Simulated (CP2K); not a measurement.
Runs of CP2K 2026.2 on ZrS2. The structure is trigonal, space group P-3m1 (No. 164). The conventional cell has a = 3.691 Å, b = 3.691 Å, c = 6.041 Å, α = 90.00°, β = 90.00°, γ = 120.00°. Around Zr (site symmetry -3m) lie 6 S at 2.57 Å. S (site symmetry 3m) has 3 Zr at 2.57 Å as nearest neighbours. The cell is a database's computed one.

| level | potentials or basis | smearing | EPS_DEFAULT | NGRIDS | points a segment of the path (NPOINTS) | bands added on the path | CUTOFF of the grids | gap on the mesh (eV) | pressure (GPa) | largest force (eV/Å) |
| --- | --- | --- | --- | --- | --- | --- | --- | --- | --- | --- |
| r2SCAN | POTENTIAL_UZH Zr GTH-SCAN-q12, S GTH-SCAN-q6; TZVP-MOLOPT-SCAN-GTH basis | fermi-dirac 0.05 eV | 1.0E-10 | 5 | 10 | 2 | 700 Ry | 1.38 | 0.0 | - |
| LDA | GTH_POTENTIALS Zr GTH-PADE-q12, S GTH-PADE-q6; TZVP-MOLOPT-PBE-GTH basis | fermi-dirac 0.05 eV | 1.0E-10 | 5 | 8 | 6 | 450 Ry | (b) | -4.9 | 0.28 |
| PBEsol | POTENTIAL_UZH Zr GTH-PBE-q12, S GTH-PBE-q6; TZVP-MOLOPT-PBE-GTH basis | fermi-dirac 0.0259 eV | 1.0E-9 | 5 | 8 | 6 | 450 Ry | (a) | -1.8 | 0.02 |
| TB-mBJ | POTENTIAL_UZH Zr GTH-PBE-q12, S GTH-PBE-q6; TZVP-MOLOPT-PBE-GTH basis | fermi-dirac 0.1 eV | 1.0E-9 | 4 | 6 | 4 | 700 Ry | 1.12 | - | - |

Alike in all rows: task band structure; no spin polarisation; cell as given; k mesh 8 × 8 × 5.

**Question.** Estimate the missing entries.

**Answer.** (a) 0.98; (b) 0.93.

Caveats: the basis of atomic orbitals isn't converged, which shifts pressures, moduli and gaps; the potentials were made for another functional, which shifts forces and pressure (some runs); this functional lacks dispersion, which binds the layers, so the pressure and a relaxed spacing across them are unreliable (some runs); this is a model potential without an energy functional, so only levels have meaning (some runs).

A k mesh can miss the band edges, and the runs leave out spin-orbit coupling on Zr.
